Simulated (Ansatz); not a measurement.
## rocksalt-structured PbS

The computed numbers are results of PBEsol, scalar-relativistic (no spin polarisation) in the plane-wave PAW code Ansatz at 420 eV, Γ-centred 10×10×10 mesh, 0.05 eV Gaussian smearing. The datasets are Ansatz's generated set soft_2.

```
CELL_PARAMETERS angstrom
0.00000 2.95156 2.95156
2.95156 0.00000 2.95156
2.95156 2.95156 0.00000
ATOMIC_POSITIONS crystal
Pb 0.50000 0.50000 0.50000
S 0.00000 0.00000 0.00000
```

The start was a prototype's sites filled with these elements; the Crystallography Open Database holds the compound in this structure.

Cell and atoms are those of this level's equilibrium.

The cell has space group Fm-3m (read at 0.01 Å). In it the stress is 0.00, 0.00, 0.00, 0.00, 0.00, 0.00 GPa and the largest force component 0.000 eV/Å. Each change below starts from this cell, without further relaxation. Stress is in GPa, positive in compression, in the order xx, yy, zz, yz, xz, xy; energies are counted from the cell above.

Question: What happens when atom 2 (S) is moved by 0.08 Å along x?

Answer: The energy changes by 1.6 meV per cell, and the force on it along the shift is -0.0454 eV/Å (−F/u = 0.57 eV/Å²). Stress: 0.27, -0.01, -0.01, 0.00, 0.00, 0.00. The gap on the mesh goes from 0.19 eV to 0.31 eV.
```tsv
atom	Fx (eV/Å)	Fy	Fz
Pb1	0.045	0.000	0.000
S2	-0.045	0.000	0.000
```
In a harmonic crystal the energy would rise by −½F·u = ½ × 0.57 × 0.08² eV = 1.8 meV, close to the run's value; the rest is anharmonic or numerical.

Question: A single strain component, atoms carried along, gave the stress -0.32, -2.61, -0.32, 0.00, 0.00, 0.00. Which component, and about how large?

Answer: An engineering strain of 2 % in yy; the energy changes by 8.7 meV per cell.

These numbers lack spin–orbit coupling.

The sulfur shift displaces one whole sublattice against the other, so it probes the zone-centre transverse optical mode. Its restoring force is positive but weak, as expected for PbS, an incipient ferroelectric. Short-range repulsion only narrowly outweighs the energy gained when off-centring mixes filled, mainly S 3p states with empty Pb 6p states. The same mixing pushes the band edges apart, which probably explains why the gap widens from 0.19 to 0.31 eV. Since the conduction edge is largely Pb 6p, this widening is more telling than the gap's absolute size.

Under uniaxial stretching the stress falls almost entirely along the strained axis. This fits p-σ bonding along straight Pb–S chains, with little coupling between perpendicular chains. Both atoms sit on inversion centres, so this strain induces no internal displacement and the response is the true elastic one, not merely a clamped-ion value. The cubic cell thus resists this polar displacement, but that doesn't establish stability against modes elsewhere in the Brillouin zone.
